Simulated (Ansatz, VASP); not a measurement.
Bi: VASP beside Ansatz

The input INCAR:

```
PREC     = Accurate       # precision mode
ENCUT    = 520            # plane-wave cutoff, eV
EDIFF    = 1E-7           # SCF threshold, eV
ISMEAR   = 0              # smearing method
SIGMA    = 0.1            # smearing width, eV
LREAL    = False          # projectors in reciprocal space
LASPH    = True           # aspherical terms in the spheres
NELM     = 100            # most SCF steps
ALGO     = Normal         # electronic algorithm
ISIF     = 2              # what is computed and relaxed
LWAVE    = False          # write WAVECAR
LCHARG   = True           # write CHGCAR
GGA      = PS             # functional
LELF     = True           # ELF
LVHAR    = True         
NBANDS   = 14             # bands
```

Contents of KPOINTS:

```
Automatic mesh
0
Gamma
  14 14 14
```

Contents of POSCAR:

```
Bi
1.0
   -2.0387346711      2.0387346711      2.0387346711
    2.0387346711     -2.0387346711      2.0387346711
    2.0387346711      2.0387346711     -2.0387346711
Bi
1
Direct
    0.0000000000      0.0000000000      0.0000000000
```

Input for Ansatz:

```yaml
crystal:
  lattice:
    - [-2.0387346711, 2.0387346711, 2.0387346711]
    - [2.0387346711, -2.0387346711, 2.0387346711]
    - [2.0387346711, 2.0387346711, -2.0387346711]
  atoms:
    - { symbol: Bi, position: [0.0, 0.0, 0.0] }
basis:
  ecutwfc: 420
kpoints:
  mp_grid: { grid: [14, 14, 14] }
hamiltonian:
  xc: pbesol
scf:
  occupations: { method: gaussian, width: 0.1 }
output:
  forces: true
  stress: true
  eigenvalues: true
  populations: true
```

Alike in both runs: task single point; functional PBEsol; k mesh 14 × 14 × 14; occupations gaussian, width 0.1 eV; no spin polarisation.

```csv
,VASP,Ansatz
version,VASP 6.6.1,Ansatz 0.2.0
potentials or method,"VASP PAW PBE potentials, release 64 (Bi_d)","scalar-relativistic, plane waves, PAW"
plane-wave cutoff (eV),520,420
valence electrons in the cell,15,15
```

|  | VASP | Ansatz | Ansatz less VASP |
| --- | --- | --- | --- |
| gap on the k mesh at the Fermi level (eV) | none | none | - |
| pressure (GPa) | -5.7 | -5.6 | +0.08 |

A gap of «none» marks a metal or a gap that the smearing closes.

Caveats: the PAW data sets were made with another functional, which shifts forces and pressure a little (VASP); spin-orbit coupling is left out, which moves the levels of the heavy elements.
